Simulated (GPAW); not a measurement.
# V (P6_3/mmc) in GPAW: a series of runs

The runs below take V through single point, with LDA, RPBE.

All numbers are computed with GPAW 26.7.0; they aren't measurements. Logs are shortened: lines on timing, memory, paths and dates and some standing lists are left out, and cuts for length are marked. The log counts tension as positive stress, the text compression.

### Step 1. The structure

Symmetry: P6_3/mmc, No. 194, hexagonal system. The conventional cell has a = 2.604 Å, b = 2.604 Å, c = 4.723 Å, α = 90.00°, β = 90.00°, γ = 120.00°. V (site symmetry -6m2) is surrounded by 12 V at 2.60 to 2.80 Å.

This isn't the form of V at room conditions, which is bcc.

### Step 2. Single point, LDA, collinear spin, ferromagnetic start

run.py

```python
from ase.dft.bandgap import bandgap
from ase.io import read, write
from ase.units import GPa
from gpaw import GPAW, PW

atoms = read('POSCAR')
atoms.set_initial_magnetic_moments([3.0, 3.0])

calc = GPAW(mode=PW(450),
            xc='LDA',
            kpts={'size': (9, 9, 5), 'gamma': True},
            occupations={'name': 'fermi-dirac', 'width': 0.05},
            nbands=26,
            maxiter=120,
            txt='gpaw.txt')
atoms.calc = calc
energy = atoms.get_potential_energy()
forces = atoms.get_forces()
stress = atoms.get_stress()
calc.write('gs.gpw')
write('result.traj', atoms)
print(f'Energy: {energy:.6f} eV')
print('Forces (eV/A):')
print(forces.round(4))
print('Stress (GPa):', (stress / GPa).round(3))
print('Moments:', calc.get_magnetic_moments().round(3))
print('Fermi level:', round(calc.get_fermi_level(), 4), 'eV')
print(f'Gap: {bandgap(calc)[0]:.4f} eV, direct: {bandgap(calc, direct=True)[0]:.4f} eV')
```

POSCAR

```
V
1.0
    2.6042941027      0.0000000000      0.0000000000
   -1.3021470513      2.2553848518      0.0000000000
    0.0000000000      0.0000000000      4.7233360000
V
2
Direct
    0.3333333333      0.6666666667      0.2500000000
    0.6666666667      0.3333333333      0.7500000000
```

Potentials or basis: the program's PAW data sets (release 1.2.1) made for this functional, pw.

On the command line:

```console
$ OMP_NUM_THREADS=1 python run.py
```

gpaw.txt:

```text
__  _  _
 | _ |_)|_||  |
 |__||  | ||/\| - 26.7.0

Input parameters:
  mode=PW(ecut=450.00000000000006),
  kpts=MonkhorstPack(size=(9, 9, 5), gamma=True),
  maxiter=120,
  nbands=26,
  occupations=Occupations(name='fermi-dirac', width=0.05),
  xc=XC(name='LDA')

Diagonalizing LCAO Hamiltonian
Converting LCAO to pw mode

          V

        V

Atoms  # Å, Bohr magnetons
|   | symbol |         x |        y |        z |    initial magnetic moments |
|---|--------|-----------|----------|----------|-----------------------------|
| 0 |      V | -0.000000 | 1.503590 | 1.180834 | ( 0.0000,  0.0000,  3.0000) |
| 1 |      V |  1.302147 | 0.751795 | 3.542502 | ( 0.0000,  0.0000,  3.0000) |

Unit cell  # Å
| periodic |         x |        y |        z |  lengths |     angles |
|----------|-----------|----------|----------|----------|------------|
|      yes |  2.604294 | 0.000000 | 0.000000 | 2.604294 |  90.000000 |
|      yes | -1.302147 | 2.255385 | 0.000000 | 2.604294 |  90.000000 |
|      yes |  0.000000 | 0.000000 | 4.723336 | 4.723336 | 120.000000 |

Number of symmetries: 12
Symmetry operations  # r_c * U_cc + t_c -> r_c
|    | kind |            matrix            |
|----|------|------------------------------|
|  0 |  σ   |  1, 1, 0,  0,-1, 0,  0, 0, 1 |
|  1 |  S6  |  1, 1, 0, -1, 0, 0,  0, 0,-1 |
|  2 |  E   |  1, 0, 0,  0, 1, 0,  0, 0, 1 |
|  3 |  C2  |  1, 0, 0, -1,-1, 0,  0, 0,-1 |
|  4 |  C2  |  0, 1, 0,  1, 0, 0,  0, 0,-1 |
|  5 |  C3  |  0, 1, 0, -1,-1, 0,  0, 0, 1 |
|  6 |  S6  |  0,-1, 0,  1, 1, 0,  0, 0,-1 |
|  7 |  σ   |  0,-1, 0, -1, 0, 0,  0, 0, 1 |
|  8 |  σ   | -1, 0, 0,  1, 1, 0,  0, 0, 1 |
|  9 |  i   | -1, 0, 0,  0,-1, 0,  0, 0,-1 |
| 10 |  C3  | -1,-1, 0,  1, 0, 0,  0, 0, 1 |
| 11 |  C2  | -1,-1, 0,  0, 1, 0,  0, 0,-1 |

BZ-sampling:
  Number of BZ points: 405
  Number of IBZ points: 50

  Monkhorst-Pack size: [9, 9, 5]
  Monkhorst-Pack shift: [0, 0, 0]

K-points  # in reciprocal-cell coordinates
|     |                                coordinates |     weight |
|-----|--------------------------------------------|------------|
|   0 | (  0.00000000,   0.00000000,   0.00000000) | 0.00246914 |
|   1 | (  0.00000000,   0.00000000,   0.20000000) | 0.00493827 |
|   2 | (  0.00000000,   0.00000000,   0.40000000) | 0.00493827 |
|   3 | (  0.11111111,   0.00000000,  -0.40000000) | 0.01481481 |
|   4 | (  0.11111111,   0.00000000,  -0.20000000) | 0.01481481 |
|   5 | (  0.11111111,   0.00000000,   0.00000000) | 0.01481481 |
|   6 | (  0.11111111,   0.00000000,   0.20000000) | 0.01481481 |
|   7 | (  0.11111111,   0.00000000,   0.40000000) | 0.01481481 |
|   8 | (  0.22222222,  -0.11111111,   0.00000000) | 0.01481481 |
|   9 | (  0.22222222,  -0.11111111,   0.20000000) | 0.02962963 |
| ... |                                            |            |
|  49 | (  0.44444444,   0.44444444,   0.40000000) | 0.02962963 |

Plane wave coefficients: 635
Cutoff: 450.00000000000006 eV

Spin-components: 2 (collinear spins)
Bands:           26
Projectors:      12
Spin-degeneracy: 1
Datatype:        complex128

Parallelization:
  kpt:    1
  domain: 1
  band:   1

Density:
  Valence electrons: 26.0
  Components: 2
  Grid points: [14 14 24]
  Charge: 0.0  # |e|

Potential:
  Grid points: [14 14 24]

species:
  V:
    name:    Vanadium
    Z:       23.0
    valence: 13
    core:    10
    charge:  0.0  # [|e|]
    compensation charges:
      type: gauss
      rc: 0.37  # [Å]
      lmax: 2
    cutoffs:
      filter: 2.14  # [Å]
      core: 0.96  # [Å]
    projectors
    | kind |    occ | energy [eV] | rcut [Å] |
    |------|--------|-------------|----------|
    |   3s |  2.000 |     -69.819 |    1.254 |
    |   4s |  2.000 |      -4.846 |    1.254 |
    |   3p |  6.000 |     -43.961 |    1.281 |
    |   4p |  0.000 |      -1.526 |    1.281 |
    |   3d |  3.000 |      -5.381 |    1.169 |
    |    d |        |      21.830 |    1.169 |

    Using partial waves for V as LCAO basis

Reference energy: -51535.203669  # eV

eigensolver:
  PPCG
  Converge bands: occupied
  niter=2

density mixing:
  MSR1-Mixer
  Pratt-step length: 0.05
  Maximum mixing coefficient: 0.75
  Old densities: 10
  SVD Regularization: 0.005
  Good broyden scale: 1.0
  Trust region scale: 1.0
  Backstep threshold: 4.0
  History deletion threshold: 6.0
  Fourier metric: weight=20.0, sigma=0.015

occupation numbers:
  Fermi-Dirac:
    width: 0.0500  # eV

poisson solver:
  ecut: 3600.0000000000005  # eV

xc functional:
  name: None

convergence criteria:
- Maximum [total energy] change in last 3 cyles: 0.0005 eV / valence electron
- Maximum integral of absolute [dens]ity change: 0.0001 electrons / valence electron
- Maximum integral of absolute [eigenst]ate change: 4e-08 eV^2 / valence electron
maximum number of iterations: 120

SCF iterations
|iter     | |      energy | eigst |  dens |  magmom |
|---------|-|-------------|-------|-------|---------|
|iter:   1| |  -17.393409 | +0.34 |       |  +6.0194|
|iter:   2| |  -17.377566 | -1.56 | -0.76 |  +5.8579|
|iter:   3| |  -18.076147 | -1.70 | -0.79 |  +3.3014|
|iter:   4| |  -18.339890 | -3.07 | -1.23 |  +2.0385|
|iter:   5| |  -18.457111 | -3.05 | -1.40 |  +0.7261|
|iter:   6| |  -18.469622 | -4.28 | -1.90 |  +0.3643|
|iter:   7| |  -18.473446 | -4.39 | -2.19 |  +0.1017|
|iter:   8| |  -18.473760c| -5.10 | -2.79 |  +0.0096|
|iter:   9| |  -18.473790c| -6.18 | -3.31 |  +0.0082|
|iter:  10| |  -18.473796c| -6.46 | -3.70 |  +0.0002|
|iter:  11| |  -18.473797c| -8.17c| -4.42c|  -0.0005|

Converged in 11 steps
Energy contributions relative to reference atoms: (reference = -51535.203669)

Energy contributions:
  Kinetic:          -8.559851
  Coulomb:           6.942251
  Zero:              0.240302
  External:          0.000000
  Xc:              -17.081371
  Entropy:          -0.030255
  Spinorbit:         0.000000
  ----------------------------
  Free energy:     -18.488924
  Extrapolated:    -18.473797

dipole moment: (0.000000, 0.000000, 0.000000)  # |e|*Ang

Total magnetic moment: (0.000000, 0.000000, -0.000493)

Local magnetic moments
|        x |        y |         z |
|----------|----------|-----------|
| 0.000000 | 0.000000 | -0.000185 |  # V    0
| 0.000000 | 0.000000 | -0.000185 |  # V    1

Fermi level: 9.140
Eigenvalues  # (at kpt = [0.000, 0.000, 0.000])
| band index |      eig [eV] | occ [0-1] |      eig [eV] | occ [0-1] |
|------------|---------------|-----------|---------------|-----------|
|          0 |       -54.266 |     1.000 |       -54.266 |     1.000 |
|        ... |               |           |               |           |
|          4 |       -27.928 |     1.000 |       -27.928 |     1.000 |
|          5 |       -27.928 |     1.000 |       -27.928 |     1.000 |
|          6 |       -27.870 |     1.000 |       -27.870 |     1.000 |
|          7 |       -27.870 |     1.000 |       -27.870 |     1.000 |
|          8 |         2.383 |     1.000 |         2.382 |     1.000 |
|          9 |         5.764 |     1.000 |         5.764 |     1.000 |
[... 8 lines left out ...]
|         18 |        11.983 |     0.000 |        11.983 |     0.000 |
|         19 |        11.983 |     0.000 |        11.983 |     0.000 |
|        ... |               |           |               |           |
|         25 |        33.522 |     0.000 |        33.521 |     0.000 |

No gap
No difference between direct/indirect transitions

Forces  # eV/Ang
|       x |        y |        z |
|---------|----------|----------|
| 0.00000 | -0.00000 | -0.00000 |  # V    0
| 0.00000 |  0.00000 |  0.00000 |  # V    1

Stress tensor  # eV/Ang^3
|         x |         y |         z |
|-----------|-----------|-----------|
|  0.082411 | -0.000000 |  0.000000 |
| -0.000000 |  0.082411 | -0.000000 |
|  0.000000 | -0.000000 |  0.069578 |

# Writing to gs.gpw (mode='')
```

It took 39 s on 1 thread of Arm Neoverse V1, shared host; peak memory 0.16 GiB.

Results:

```yaml
Free_energy: -18.4889 eV
Pressure: -12.5 GPa
Band_gap_on_the_k_mesh: none (metal or under the smearing width)
Net_moment: 0.00 μB per cell
```

Caveat: the cutoff is short for stress and forces, so pressures can be off by a GPa or more.

### Step 3. Single point, RPBE, collinear spin, antiferromagnetic start

Changes to run.py since step 2:

```diff
@@ -1,3 +1,4 @@
 from ase.dft.bandgap import bandgap
-from ase.io import read, write
+from ase.io import write
+from ase.spacegroup import crystal
 from ase.units import GPa
@@ -5,7 +6,12 @@
 
-atoms = read('POSCAR')
-atoms.set_initial_magnetic_moments([3.0, 3.0])
+# V 2c
+atoms = crystal(['V'],
+                basis=[[0.3333333333, 0.6666666667, 0.25]],
+                spacegroup=194, setting=1,  # P6_3/mmc
+                cellpar=[2.6042941, 2.6042941, 4.723336, 90.0, 90.0, 120.0],
+                primitive_cell=True)
+atoms.set_initial_magnetic_moments([3.0, -3.0])
 
 calc = GPAW(mode=PW(450),
-            xc='LDA',
+            xc='RPBE',
             kpts={'size': (9, 9, 5), 'gamma': True},
```

Potentials or basis: the program's PAW data sets (release 1.2.1) made for this functional, pw.

On the command line:

```console
$ OMP_NUM_THREADS=1 python run.py
```

Run time: 38 s. Hardware: 1 thread of Arm Neoverse V2, shared host; peak memory 0.18 GiB.

The run converged. Its results:

* Free energy: -15.5713 eV
* Pressure: 4.9 GPa
* Band gap on the k mesh: none (metal or under the smearing width)
* Net moment: 0.00 μB per cell

Stress tensor (GPa, compression positive):
```
5.55 0.00 0.00
0.00 5.55 0.00
0.00 0.00 3.60
```

Levels at points of the mesh, in eV from the Fermi level:
Spin up:
```csv
k point,band 10,band 11,band 12,band 13,band 14,band 15,band 16,band 17
"(0.00, 0.00, 0.00)",-3.39,-0.57,-0.29,0.33,0.33,0.64,0.64,1.83
```
Spin down:
```
           k point  band 10  band 11  band 12  band 13  band 14  band 15  band 16  band 17
(0.00, 0.00, 0.00)    -3.39    -0.57    -0.29     0.33     0.33     0.64     0.64     1.83
```

Caveat: the cutoff is short for stress and forces, so pressures can be off by a GPa or more.
